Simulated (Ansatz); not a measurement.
# NaI (Fm-3m) in Ansatz: convergence with smearing width

Aim: find how far smearing width must go before the results for NaI settle, at PBE. This setting moves, with any that are tied to it; all else stays.

Everything below comes from runs of Ansatz 0.2.0. Logs are shortened: lines on timing, memory, paths and dates and some standing lists are left out, and cuts for length are marked.

## (1) Starting point

Symmetry: Fm-3m, No. 225, cubic system. The conventional cell has a = 6.473 Å, b = 6.473 Å, c = 6.473 Å, α = 90.00°, β = 90.00°, γ = 90.00°. Around I (site symmetry m-3m) lie 6 Na at 3.24 Å. Na (site symmetry m-3m) is surrounded by 6 I at 3.24 Å.

## (2) With smearing width 0.3 eV

File input.yaml:

```yaml
crystal:
  lattice:
    - [0.0, 3.2364, 3.2364]
    - [3.2364, 0.0, 3.2364]
    - [3.2364, 3.2364, 0.0]
  atoms:
    - { symbol: I, position: [0.5, 0.5, 0.5] }
    - { symbol: Na, position: [0.0, 0.0, 0.0] }
hamiltonian:
  xc: pbe
  pseudopotentials: { kind: paw }
kpoints:
  mp_grid: { grid: [6, 6, 6] }
scf:
  occupations: { method: fermi_dirac, width: 0.3 }
output:
  forces: true
  stress: true
  eigenvalues: true
```

Potentials or basis: Ansatz PAW.

Launch:

```bash
$ ansatz run input.yaml --threads 2 --pin off --max-ram 5632MiB --backend cpu --events-out ev --progress --plain --runs-dir out
```

Output:

```text
Warning: RAYON_NUM_THREADS=2 ignored (pool sized by the plan → 2); use --threads N
band count auto-derived: 19 (N_el = 26.0; filled up to band 13; 17 by the electrons, moments and atoms)
Engine: ansatz 0.2.0, x86_64-unknown-linux-gnu
Pseudopotentials: kind: paw
Pseudopotential: I, paw, valence charge 17, recommended cutoff 420 eV (normal), I.paw.azcp
Pseudopotential: Na, paw, valence charge 9, recommended cutoff 420 eV (normal), Na.paw.azcp
Functional definition: PBE
  parameter kappa = 0.804
  parameter beta = 0.06672455060314922
  exchange = pbe_x(kappa = kappa, mu = beta*pi^2/3)
  correlation = pbe_c(beta = beta)
Crystal: 2 atoms, lattice volume = 67.798 Å³
Basis set: ecut = 420 eV, 1363 PW (Γ), exchange–correlation on 64×64×64 points (8 copies of the dense FFT grid, shifted against one another)
Bands: 19, of which v1, the nominal top of the filled ones, is band 13 counted from 1 (12 counted from 0)
Symmetry: 48 space group operations
Space group: Fm-3m (ITA 225), of the structure as read, at distance tolerance 4.1e-5 Å
k-points: 16 of 216
Non-local potential: I, projectors of the file, l = 0: 2, l = 1: 2, l = 2: 2, l = 3: 2
Non-local potential: Na, projectors of the file, l = 0: 3, l = 1: 2, l = 2: 1
PAW form: soft (Blöchl's): semilocal exchange-correlation on the pseudo side does not see the compensation charge
PAW one-centre angular grid: I, 590 points (default); XC on 64 Gauss nodes
PAW one-centre angular grid: Na, 110 points (default); XC on 64 Gauss nodes
Initial density: superposition of atomic densities (neutral atoms: chi_scale 0, normalization atom), corrected by the library's trained network
Initial wavefunctions: pseudopotential atomic-orbital guess
Functional: x = pbe(κ = 0.804, μ = 0.2195149727645171), c = pbe(β = 0.06672455060314922)
SCF iter   1: F=—  HF=-9001.882772 eV  |F-HF|=—  |Δ(HF+E_count)|=         —  Δρ=5.47e-4  dr2=4.52e-4  ethr=1.77e-3  ⟨swp⟩=5.5  Hψ=1493  notcnv=0
preconditioner: auto → none  [insulator: Δε(μ)=3.642 eV  Ē_g=11.805 eV  σ=0.300 eV  W_gap=0.99  n_scr=14 (ndim 8)  ℏωp=12.8 eV  f_vac=0.068  D(μ)=0.00/eV (n_scr^D=0)  ε∞_Penn≈2.2]
SCF iter   2: F=—  HF=-9001.883117 eV  |F-HF|=—  |Δ(HF+E_count)|=   3.45e-4  Δρ=8.14e-4  dr2=1.08e-3  ethr=1.74e-6  ⟨swp⟩=2.8  Hψ=717  notcnv=0
SCF iter   3: F=—  HF=-9001.882859 eV  |F-HF|=—  |Δ(HF+E_count)|=   2.58e-4  Δρ=4.93e-4  dr2=4.00e-4  ethr=1.74e-6  ⟨swp⟩=2.1  Hψ=364  notcnv=0
SCF iter   4: F=—  HF=-9001.882767 eV  |F-HF|=—  |Δ(HF+E_count)|=   9.21e-5  Δρ=2.88e-4  dr2=1.34e-4  ethr=1.54e-6  ⟨swp⟩=1.0  Hψ=304  notcnv=0
SCF iter   5: F=—  HF=-9001.882750 eV  |F-HF|=—  |Δ(HF+E_count)|=   1.78e-5  Δρ=9.41e-5  dr2=1.09e-5  ethr=5.14e-7  ⟨swp⟩=2.5  Hψ=502  notcnv=0
SCF iter   6: F=—  HF=-9001.882827 eV  |F-HF|=—  |Δ(HF+E_count)|=   7.73e-5  Δρ=2.86e-4  dr2=1.36e-4  ethr=4.20e-8  ⟨swp⟩=2.0  Hψ=504  notcnv=0
SCF iter   7: F=—  HF=-9001.882797 eV  |F-HF|=—  |Δ(HF+E_count)|=   3.03e-5  Δρ=1.83e-4  dr2=5.60e-5  ethr=4.20e-8  ⟨swp⟩=2.4  Hψ=498  notcnv=0
SCF iter   8: F=—  HF=-9001.882779 eV  |F-HF|=—  |Δ(HF+E_count)|=   1.77e-5  Δρ=6.63e-5  dr2=7.25e-6  ethr=4.20e-8  ⟨swp⟩=2.0  Hψ=493  notcnv=0
SCF iter   9: F=—  HF=-9001.882777 eV  |F-HF|=—  |Δ(HF+E_count)|=   2.13e-6  Δρ=2.97e-5  dr2=1.49e-6  ethr=2.79e-8  ⟨swp⟩=2.0  Hψ=339  notcnv=0
SCF iter  10: F=-9001.882776 eV  HF=-9001.882776 eV  |F-HF|=4.77e-10  |Δ(HF+E_count)|=   5.10e-7  Δρ=1.21e-6  dr2=4.43e-10  ethr=3.85e-10  ⟨swp⟩=4.0  Hψ=1461  notcnv=0
SCF 1 converged in 10 iterations: F = -9001.882776 eV  dr2 = 4.43e-10
SCF converged after 10 iterations
Free energy (F): -9001.882776 eV
Harris-Foulkes:  -9001.882776 eV  (|F-HF|=4.77e-10)
Internal energy: -9001.881037 eV  (E = F + TS)
E sigma→0 (E₀):  -9001.881906 eV
Entropy (-TS):   -0.001740 eV (-0.870 meV/atom)
Fermi energy:    5.405701 eV
--- Per-component energies (eV) ---
  E_band       = -614.425718
  E_kinetic    = 309.814527
  E_local      = -3350.228153  (includes V_loc(G=0)·N_el)
  E_nonlocal   = 24.967820
  E_hartree    = 1519.067897
  E_xc         = -167.305346
  E_vxc        = -179.043923  (∫ρ·V_xc dr)
  E_paw        = -5080.347623  (= ΣΔE_a)
  E_vpaw       = -458.070477  (= ΣTr[D̂ρ^β])
  E_aug_tail   = -0.000041  (compensation charges beyond the density's cutoff)
  E_ewald      = -2257.850118
  E_smearing   = -0.001740  (= −TS)
  E_closure    = -0.000000  (closes the sum)
  Σ components = -9001.882776   (vs F -9001.882776, Δ=0.00e0)
--- Forces (eV/Å), atoms counted from 1 ---
  atom   1  I      0.00000000    -0.00000000     0.00000000
  atom   2  Na    -0.00000000     0.00000000    -0.00000000
  max |Σ_I F_I| component: 7.07e-29 eV/Å
--- Stress (GPa, compression-positive) ---
        0.422015       0.000000       0.000000
        0.000000       0.422015       0.000000
        0.000000       0.000000       0.422015
  P = ⅓ Tr σ = 0.4220 GPa (4.220 kbar)
--- Band table (eV; the first three rows and the last of 16) ---
  k-point 0: bands = ["-47.4894", "-40.0187", "-40.0187", "-40.0152", "-40.0152", "-40.0152", "-19.4032", "-19.4032", "-19.4032", "-7.9836", "3.0330", "3.0330", "3.0330", "6.6773", "10.9945", "10.9945", "10.9945", "12.8492", "12.8492"]
  k-point 1: bands = ["-47.4894", "-40.0186", "-40.0186", "-40.0152", "-40.0152", "-40.0152", "-19.4045", "-19.4032", "-19.4032", "-7.9100", "2.3011", "2.9581", "2.9581", "7.4881", "10.5009", "11.1836", "11.1836", "12.3168", "12.3168"]
  k-point 2: bands = ["-47.4894", "-40.0186", "-40.0186", "-40.0151", "-40.0151", "-40.0151", "-19.4071", "-19.4034", "-19.4034", "-7.7542", "1.2738", "2.8181", "2.8181", "8.1409", "10.7585", "10.7585", "11.0380", "13.1691", "13.3658"]
  k-point 15: bands = ["-47.4893", "-40.0187", "-40.0186", "-40.0152", "-40.0150", "-40.0150", "-19.4065", "-19.4054", "-19.4049", "-7.5880", "1.3663", "1.9303", "2.1473", "8.3967", "9.5480", "11.6147", "11.6742", "14.6330", "15.5086"]
```

Run time: 0.93 s. Hardware: 2 threads of Intel Xeon Platinum 8375C at 2.90GHz (Ice Lake), shared host; peak memory 0.36 GiB.

Results:

* Free energy: -9001.8828 eV
* Pressure: 0.4 GPa
* Band gap on the k mesh: 3.64 eV, direct

## (3) With smearing width 0.2 eV

Changes to input.yaml since step 2:

```diff
@@ -14,3 +14,3 @@
 scf:
-  occupations: { method: fermi_dirac, width: 0.3 }
+  occupations: { method: fermi_dirac, width: 0.2 }
 output:
```

Potentials or basis: Ansatz PAW.

Launch:

```bash
$ ansatz run input.yaml --threads 2 --pin off --max-ram 5632MiB --backend cpu --events-out ev --progress --plain --runs-dir out
```

Run time: 0.69 s. Hardware: 2 threads of Intel Xeon Platinum 8375C at 2.90GHz (Ice Lake), shared host; peak memory 0.36 GiB.

What came out:

```yaml
Free_energy: -9001.8826 eV
Pressure: 0.4 GPa
Band_gap_on_the_k_mesh: 3.64 eV, direct
```

## (4) With smearing width 0.15 eV

Changes to input.yaml since step 3:

```diff
@@ -14,3 +14,3 @@
 scf:
-  occupations: { method: fermi_dirac, width: 0.2 }
+  occupations: { method: fermi_dirac, width: 0.15 }
 output:
```

Launch:

```bash
$ ansatz run input.yaml --threads 2 --pin off --max-ram 5632MiB --backend cpu --events-out ev --progress --plain --runs-dir out
```

Wall time 0.84 s (2 threads of Intel Xeon Platinum 8375C at 2.90GHz (Ice Lake), shared host); peak memory 0.36 GiB.

What came out:

| Property | Result |
| --- | --- |
| Free energy | -9001.8826 eV |
| Pressure | 0.4 GPa |
| Band gap on the k mesh | 3.64 eV, direct |

## (5) With smearing width 0.1 eV

Changes to input.yaml since step 4:

```diff
@@ -14,3 +14,3 @@
 scf:
-  occupations: { method: fermi_dirac, width: 0.15 }
+  occupations: { method: fermi_dirac, width: 0.1 }
 output:
```

Launch:

```bash
$ ansatz run input.yaml --threads 2 --pin off --max-ram 5632MiB --backend cpu --events-out ev --progress --plain --runs-dir out
```

Run time: 0.81 s. Hardware: 2 threads of Intel Xeon Platinum 8375C at 2.90GHz (Ice Lake), shared host; peak memory 0.36 GiB.

What came out:

```yaml
Free_energy: -9001.8826 eV
Pressure: 0.4 GPa
Band_gap_on_the_k_mesh: 3.64 eV, direct
```

## (6) With smearing width 0.05 eV

Changes to input.yaml since step 5:

```diff
@@ -14,3 +14,3 @@
 scf:
-  occupations: { method: fermi_dirac, width: 0.1 }
+  occupations: { method: fermi_dirac, width: 0.05 }
 output:
```

Potentials or basis: Ansatz PAW.

Launch:

```bash
$ ansatz run input.yaml --threads 2 --pin off --max-ram 5632MiB --backend cpu --events-out ev --progress --plain --runs-dir out
```

Run time: 0.79 s. Hardware: 2 threads of Intel Xeon Platinum 8375C at 2.90GHz (Ice Lake), shared host; peak memory 0.36 GiB.

The run converged. Its results:

| Property | Result |
| --- | --- |
| Free energy | -9001.8826 eV |
| Pressure | 0.4 GPa |
| Band gap on the k mesh | 3.64 eV, direct |

## (7) With smearing width 0.025 eV

Changes to input.yaml since step 6:

```diff
@@ -14,3 +14,3 @@
 scf:
-  occupations: { method: fermi_dirac, width: 0.05 }
+  occupations: { method: fermi_dirac, width: 0.025 }
 output:
```

Launch:

```bash
$ ansatz run input.yaml --threads 2 --pin off --max-ram 5632MiB --backend cpu --events-out ev --progress --plain --runs-dir out
```

Run time: 0.71 s. Hardware: 2 threads of Intel Xeon Platinum 8375C at 2.90GHz (Ice Lake), shared host; peak memory 0.36 GiB.

The run converged. Its results:

| Property | Result |
| --- | --- |
| Free energy | -9001.8826 eV |
| Pressure | 0.4 GPa |
| Band gap on the k mesh | 3.64 eV, direct |

## (8) With smearing width 0.01 eV

Changes to input.yaml since step 7:

```diff
@@ -14,3 +14,3 @@
 scf:
-  occupations: { method: fermi_dirac, width: 0.025 }
+  occupations: { method: fermi_dirac, width: 0.01 }
 output:
```

Launch:

```bash
$ ansatz run input.yaml --threads 2 --pin off --max-ram 5632MiB --backend cpu --events-out ev --progress --plain --runs-dir out
```

Run time: 0.77 s. Hardware: 2 threads of Intel Xeon Platinum 8375C at 2.90GHz (Ice Lake), shared host; peak memory 0.35 GiB.

Results (log left out):

```yaml
Free_energy: -9001.8826 eV
Pressure: 0.4 GPa
Band_gap_on_the_k_mesh: 3.64 eV, direct
```

## (9) With smearing width 0.005 eV

Changes to input.yaml since step 8:

```diff
@@ -14,3 +14,3 @@
 scf:
-  occupations: { method: fermi_dirac, width: 0.01 }
+  occupations: { method: fermi_dirac, width: 0.005 }
 output:
```

Potentials or basis: Ansatz PAW.

Launch:

```bash
$ ansatz run input.yaml --threads 2 --pin off --max-ram 5632MiB --backend cpu --events-out ev --progress --plain --runs-dir out
```

Wall time 0.83 s (2 threads of Intel Xeon Platinum 8375C at 2.90GHz (Ice Lake), shared host); peak memory 0.36 GiB.

The run converged. Its results:

```yaml
Free_energy: -9001.8826 eV
Pressure: 0.4 GPa
Band_gap_on_the_k_mesh: 3.64 eV, direct
```

## (10) Result

```csv
smearing width,"energy less the tightest run, at zero smearing (meV/atom)",SCF cycles,CPU time (s),peak memory (GiB)
0.3 eV,0.34,10,1.6,0.36
0.2 eV,0.01,8,1.2,0.36
0.15 eV,0.00,10,1.4,0.36
0.1 eV,0.00,10,1.4,0.36
0.05 eV,0.00,10,1.3,0.36
0.025 eV,0.00,10,1.2,0.36
0.01 eV,0.00,10,1.3,0.35
0.005 eV,0.00,10,1.4,0.36
```

Against the tightest run, the energy stays within 1 meV/atom from 0.3 eV on. The tightest run that finished is the yardstick and may itself not be fully converged.

Caveats: spin-orbit coupling is left out, which moves the levels of the heavy elements.
